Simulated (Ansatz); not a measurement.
The system is ZnSe (Stilleite).

```
Se Zn
1.0
     0.00000    2.83380    2.83380
     2.83380    0.00000    2.83380
     2.83380    2.83380    0.00000
Se Zn
1 1
Direct
  0.75000 0.75000 0.75000
  0.00000 0.00000 0.00000
```

```yaml
Program: Ansatz 0.2.0
Task: relaxation of cell and atoms
Functional: RPBE
Dispersion: D3(BJ)+ATM
Potentials_or_basis: all-electron LAPW, scalar-relativistic
Basis_error_allowed: 0.001 eV/atom
k_mesh: 8 × 8 × 8
Occupations: fermi-dirac, width 0.05 eV
Spin: no spin polarisation
```

At the start: volume 22.76 Å³/atom.

Q: Where does the relaxation end?

A: Over 5 steps the energy falls by 31.9 meV/atom and the volume is 20.91 Å³/atom (-8.1 %); space group F-43m (No. 216, to 0.05 Å).

The path:
```csv
step,energy change (eV),largest force (eV/Å),volume (Å³)
1,0.0000,0.0000,45.51
2,-0.0592,0.0000,42.76
3,-0.0637,0.0000,41.68
4,-0.0639,0.0000,41.82
5,-0.0639,0.0000,41.82
```

Final structure:
```yaml
crystal:
  lattice:
    - [0.00000, 2.75492, 2.75492]
    - [2.75492, 0.00000, 2.75492]
    - [2.75492, 2.75492, 0.00000]
  atoms:
    - { symbol: Se, position: [0.75000, 0.75000, 0.75000] }
    - { symbol: Zn, position: [0.00000, 0.00000, 0.00000] }
```
